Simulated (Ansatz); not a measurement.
# Te2Mo: the cost of one run

Computed with Ansatz 0.2.0 (DFT PBEsol, scalar-relativistic, plane waves, PAW, unless a step's input says otherwise).

3 further runs of the same task are left out: 3 set aside as unsound or not needed.

### 1 The structure to begin with

Symmetry: P-6m2, No. 187, hexagonal system. The conventional cell has a = 3.491 Å, b = 3.491 Å, c = 17.526 Å, α = 90.00°, β = 90.00°, γ = 120.00°. Around Te (site symmetry 3m) lie 3 Mo at 2.70 Å. Mo (site symmetry -6m2) has 6 Te at 2.70 Å as nearest neighbours.

Structure file:

```
CELL_PARAMETERS angstrom
3.49108 0.00000 0.00000
-1.74554 3.02336 0.00000
0.00000 0.00000 17.52642
ATOMIC_POSITIONS crystal
Te 0.33333 0.66667 0.89711
Te 0.33333 0.66667 0.10289
Mo 0.00000 0.00000 0.00000
```

It goes back to an entry of the Materials Project, which need not be the stable form.

This cell was relaxed beforehand with the same method: volume 61.66 Å³/atom, gap on the mesh 1.20 eV.

The unstrained cell was computed beforehand with the same settings: E(σ→0) = -18701.2765 eV for 3 atoms, gap 1.20 eV over the zone.

### 2 Strain -1.5 %

File input.yaml:

```yaml
crystal:
  lattice:
    - [3.4387089123, 0.0, 0.0]
    - [-1.7193544562, 2.9780092743, 0.0]
    - [0.0, 0.0, 17.2635274788]
  atoms:
    - { symbol: Te, position: [0.3333333333, 0.6666666667, 0.8971077568] }
    - { symbol: Te, position: [0.3333333333, 0.6666666667, 0.1028922432] }
    - { symbol: Mo, position: [0.0, 0.0, 0.0] }
basis:
  ecutwfc: 420
kpoints:
  mp_grid: { grid: [12, 12, 2] }
hamiltonian:
  xc: pbesol
scf:
  occupations: { method: gaussian, width: 0.02 }
output:
  forces: true
  stress: true
  eigenvalues: true
relax:
  adjacent_minimum: "off"
  f_tol: 0.008
  max_steps: 40
```

The run is started by

```
> ansatz run input.yaml --threads 1 --pin off --max-ram 2560MiB --backend cpu --events-out ev --progress --plain --runs-dir out
```

Q: Estimate wall time and peak memory on 1 thread of AMD EPYC 9R45 (Zen 5), shared host.

About 27 s, with a peak of 0.55 GiB.
